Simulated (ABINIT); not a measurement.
A run of ABINIT 10.8.3 (patched build) is set up as follows.

The input run.abi:

```
# Datasets: ground state, then fixed potential
ndtset 2

# Pseudopotentials
pp_dirpath "./"
pseudos "Al.LDA_PW-JTH.xml, N.LDA_PW-JTH.xml"

# Structure
acell 5.882717426 5.882717426 9.4127258268
rprim
     1.0000000000     0.0000000000     0.0000000000
    -0.5000000000     0.8660254038     0.0000000000
     0.0000000000     0.0000000000     1.0000000000
ntypat 2
znucl 13 7
natom 4
typat 1 1 2 2
xred
     0.6666666667     0.3333333333     0.5000000000
     0.3333333333     0.6666666667     0.0000000000
     0.6666666667     0.3333333333     0.8800000000
     0.3333333333     0.6666666667     0.3800000000

# Plane-wave basis
ecut 31.0
pawecutdg 53.0

# Exchange and correlation
ixc -208012
usekden 1
pawxcdev 0

# Bands and occupations
occopt 3
tsmear 0.05 eV

# SCF cycle
nstep 100
diemix 0.3
optforces 0
optstress 0

# Output
iomode 3
prtwf 0
prteig 0
prtebands 0
prtden1 1
prtkden1 1

# Dataset 1
kptopt1 1
ngkpt1 8 8 5
nshiftk1 1
shiftk1 0.0 0.0 0.0
nband1 12
tolvrs1 1.0e-7

# Dataset 2: bands along G-M-K-G-A-L-H-A
iscf2 -2
getden2 1
getkden2 1
nband2 18
nbdbuf2 4
tolwfr2 1.0e-11
kptopt2 -7
ndivsm2 6
prteig2 1
prtvol2 -3
kptbounds2
     0.0000000000     0.0000000000     0.0000000000
     0.5000000000     0.0000000000     0.0000000000
     0.3333333333     0.3333333333     0.0000000000
     0.0000000000     0.0000000000     0.0000000000
     0.0000000000     0.0000000000     0.5000000000
     0.5000000000     0.0000000000     0.5000000000
     0.3333333333     0.3333333333     0.5000000000
     0.0000000000     0.0000000000     0.5000000000
```

Potentials or basis: JTH PAW LDA v2.0.

Launch:

```sh
$ abinit run.abi > log 2>&1
```

**Question.** What does it give for the band gap on the k mesh?

**Answer.** 5.49 eV, direct.

**Question.** What does it give for the band gap along the path?

**Answer.** 5.49 eV, direct.

Levels at the corners of the path, in eV from the valence-band top:
| point | band 6 | band 7 | band 8 | band 9 | band 10 | band 11 |
| --- | --- | --- | --- | --- | --- | --- |
| Γ | -0.17 | -0.17 | 0.00 | 5.49 | 8.05 | 12.36 |
| M | -2.07 | -1.63 | -0.70 | 7.44 | 7.53 | 9.51 |
| K | -2.31 | -2.29 | -2.29 | 6.87 | 10.04 | 11.30 |
| Γ | -0.17 | -0.17 | 0.00 | 5.49 | 8.05 | 12.36 |
| A | -0.53 | -0.53 | -0.53 | 7.71 | 7.71 | 11.91 |
| L | -1.45 | -1.34 | -1.34 | 6.91 | 6.91 | 10.79 |
| H | -3.55 | -0.85 | -0.85 | 9.14 | 9.14 | 9.36 |
| A | -0.53 | -0.53 | -0.53 | 7.71 | 7.71 | 11.91 |

Caveat: the constant c of TB-mBJ comes from the pseudo density here, which moves gaps by up to 0.3 eV between sets of potentials.

**Experimental background.**

“Structural and optical properties of self-assembled AlN nanowires grown on SiO2/Si substrates by molecular beam epitaxy”, 2024, arxiv:2402.00216 quotes, for a bulk crystal of AlN at 0 K: band gap 6.0343 eV (an exciton energy, a little under the gap).

Measured gap of AlN: 6.0343 eV (an exciton energy, a little under the gap; 0 K; quoted in “Structural and optical properties of self-assembled AlN nanowires grown on SiO2/Si substrates by molecular beam epitaxy”, 2024, arxiv:2402.00216). This calculation gives 5.49 eV (-0.54 eV). 2 values of this kind are on record (6.034 to 6.0343 eV); this one was drawn at random. The value is that of TB-mBJ, without temperature or zero-point motion.
